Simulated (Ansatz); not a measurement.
# MoS2 under changes of volume

One of the cells (50.735 Å³/atom); the others are scaled copies at fixed shape and fractional positions:

```xyz
3
Lattice="3.1841 0.0000 0.0000 -1.5921 2.7575 0.0000 0.0000 0.0000 17.3346" Properties=species:S:1:pos:R:3 pbc="T T T"
Mo    0.0000    0.0000    0.0000
S     0.0000    1.8384   15.7833
S     0.0000    1.8384    1.5513
```

| Property | Result |
| --- | --- |
| Program | Ansatz 0.2.0 |
| Functional | r2SCAN |
| Potentials or basis | Ansatz PAW |
| Cutoff | 500 eV (not typed: the program's choice for these potentials) |
| k mesh | 10 × 10 × 2 |
| Occupations | fermi-dirac, width 0.05 eV |
| Spin | no spin polarisation |

```csv
volume (Å³/atom),energy over the lowest point (meV/atom),gap on the mesh (eV),largest force (eV/Å)
47.690,?,?,?
48.705,14.73,1.93,0.752
49.720,3.61,1.87,0.370
50.735,0.00,1.81,0.018
51.749,3.14,1.76,0.309
52.764,12.35,1.71,0.611
53.779,27.01,1.65,0.890
```

Task: What does the run at 47.690 Å³/atom give?

Result: Energy over the lowest point 34.22 meV/atom; gap on the mesh 2.00 eV; largest force 1.165 eV/Å.

Worked out: A Birch-Murnaghan fit of order 3 (a polynomial in V^(-2/3)) to the other rows has its minimum at 50.75 Å³/atom with B0 = V·E''(V) = 53 GPa and B' = 4.3 at fixed shape and positions, which overstates the stiffness. It gives 34.22 meV/atom at 47.690 Å³/atom, against the run's 34.22. A straight line through the other rows of the gap, of slope -2.78 eV per unit of ln V, extrapolates to 1.99 eV, against the run's 2.00.

Energies are extrapolated to zero smearing.

Caveats: the PAW data sets come from PBE, with cores solved anew for the run's functional, which leaves a small shift of forces and pressure.

A mesh can miss the band edges. Spin-orbit coupling on Mo is left out.
